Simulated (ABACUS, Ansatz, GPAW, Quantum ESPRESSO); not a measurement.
## The equilibrium volume of KBr, sorted by core time

It takes space group Fm-3m (No. 225, cubic). Conventional cell: a = 6.600 Å, b = 6.600 Å, c = 6.600 Å, α = 90.00°, β = 90.00°, γ = 90.00°. Around Br (site symmetry m-3m) lie 6 K at 3.30 Å. K (site symmetry m-3m) is surrounded by 6 Br at 3.30 Å.

| rung | level | program and potentials | cutoff (eV) | k mesh | smearing | task | spin | core time | chip | equilibrium volume (Å³/atom) | miss | notes |
| --- | --- | --- | --- | --- | --- | --- | --- | --- | --- | --- | --- | --- |
| GGA + dispersion | BLYP+D4 | Ansatz, all-electron LAPW, scalar-relativistic | - | 7 × 7 × 7 | fermi-dirac 0.05 | relaxation of cell and atoms | off | 6 s | Intel Xeon Platinum 8488C Sapphire Rapids | 36.61 | +1.9 % | - |
| GGA + dispersion | PBEsol+D3(BJ) | Ansatz, all-electron LAPW, scalar-relativistic | - | 7 × 7 × 7 | fermi-dirac 0.05 | relaxation of cell and atoms | off | 7.6 s | Arm Neoverse V2 | 33.02 | -8.0 % | - |
| GGA + dispersion | RPBE+D4 | Ansatz, all-electron LAPW, scalar-relativistic | - | 7 × 7 × 7 | fermi-dirac 0.05 | relaxation of cell and atoms | off | 7.8 s | Intel Xeon Platinum 8488C Sapphire Rapids | 38.49 | +7.2 % | - |
| GGA + dispersion | PBE+D3(BJ) | GPAW, GPAW PAW data sets (gpaw-data 1.2.1) | 600 | 6 × 6 × 6 | fermi-dirac 0.05 | equation of state | off | 70 s | Intel Xeon Platinum 8375C Ice Lake | 35.36 | -1.5 % | - |
| GGA + dispersion | AM05+D4 | GPAW, PAW data sets generated for this functional | 600 | 6 × 6 × 6 | fermi-dirac 0.05 | equation of state | off | 85 s | Arm Neoverse V2 | 36.13 | +0.6 % | - |
| GGA | PBE | ABACUS, PseudoDojo NC SR 0.4.1 PBE standard, plane waves | 1007 | 7 × 7 × 7 | fermi-dirac 0.05 | equation of state | off | 2.4 min | Intel Xeon 6975P-C Granite Rapids | 37.66 | +4.9 % | - |
| GGA + dispersion | PBE+D3(BJ) | Quantum ESPRESSO, PseudoDojo 0.4 FR PBE standard | 1007 | 4 × 4 × 4 | fermi-dirac 0.05 | relaxation of cell and atoms | SOC, no magnetisation | 4.8 min | Arm Neoverse V1 | (a) | ? | - |

Times are single runs on shared hosts and different chips, so they are rough; meshes, cutoffs and the tasks' sizes weigh on the time. Smearing widths are in eV. Meshes differ between rows, which moves values too. Meshes are those of the run's cell of 2 atoms unless a note names another. Relaxations start from the cell shown or near it and stop with a little pressure left. Misses use the values as printed. Runs on faulty files, with rough fits or with known faults for this quantity aren't shown.

Measured: 35.91 Å³/atom at 298.15 K (a printed reference work). The runs are for a static lattice.

Estimate the value left out from the other rows.

(a) 35.77 Å³/atom, miss -0.4 %.
